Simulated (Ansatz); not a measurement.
A run of Ansatz 0.2.0 is set up as follows.

The input run.py:

```python
import json

import ase.io
import numpy as np

import ansatz as az

atoms = ase.io.read("Sb.xyz")

calculation = (
    az.Crystal.from_ase(atoms)
    .calculation()
    .kpoints(8, 8, 8)
    .functional("lda")
    .pseudopotentials(kind="nc_fr", accuracy="standard", xc_functional="pbe")
    .spin("noncollinear", soc=True)
    .scf(extra_bands=6)
    .occupations(method="tetrahedron")
    .band_structure(path=(((0.0, 0.0, 0.0), (0.0, 0.5, 0.0), (0.5, 0.5, 0.0), (0.0, 0.0, 0.0), (0.5, 0.5, 0.5),
        (0.0, 0.5, 0.0)), ((0.5, 0.5, 0.0), (0.5, 0.5, 0.5))), intervals=14)
    .density()
    .potential()
    .output_files(volumetric_format="npy")
    .electron_localization_function()
    .forces()
    .stress()
)
outcome = calculation.run(threads=2, events_out="events.jsonl")

report = outcome.report
for line in open("events.jsonl"):
    event = json.loads(line)
    if event["event"] == "scf_iter":
        d = event["data"]
        print(f"SCF {d['iter']:3d}  HF = {d['harris_foulkes_ev']:.6f} eV  dr2 = {d['dr2_ev']:.2e} eV")
    elif event["event"] in ("relax_step", "md_step"):
        d = event["data"]
        print(f"{event['event']} {d['step']:3d}  E = {d['lagrangian_ev']:.6f} eV")
np.set_printoptions(precision=5, suppress=True, linewidth=110)
print("converged:", report["converged"], "after", report["n_iterations"], "iterations")
print(f"free energy {report['free_energy_ev']:.6f} eV, Fermi level {report['fermi_energy_ev']:.4f} eV")
for key in ("band_edges_ev", "magnetization_mub", "site_moments_mub", "site_moments_nc_mub", "forces_ev_ang",
                "stress_gpa", "kpoints_frac", "eigenvalues_ev"):
    if report.get(key) is not None:
        print(key, np.array(report[key]), sep="\n")
```

The input Sb.xyz:

```xyz
1
Lattice="3.1600000000 0.0000000000 0.0000000000 0.0000000000 3.1600000000 0.0000000000 0.0000000000 0.0000000000 3.1600000000" Properties=species:S:1:pos:R:3 pbc="T T T"
Sb     0.0000000000      0.0000000000      0.0000000000
```

Potentials or basis: PseudoDojo standard.

Command:

```sh
$ python run.py
```

(1) Predict the band gap on the k mesh.

(2) Predict the pressure.

Answers

(1) none (metal or under the smearing width).

(2) -5.9 GPa.

Caveat: with tetrahedron occupations forces and stress needn't match the slope of the energy.
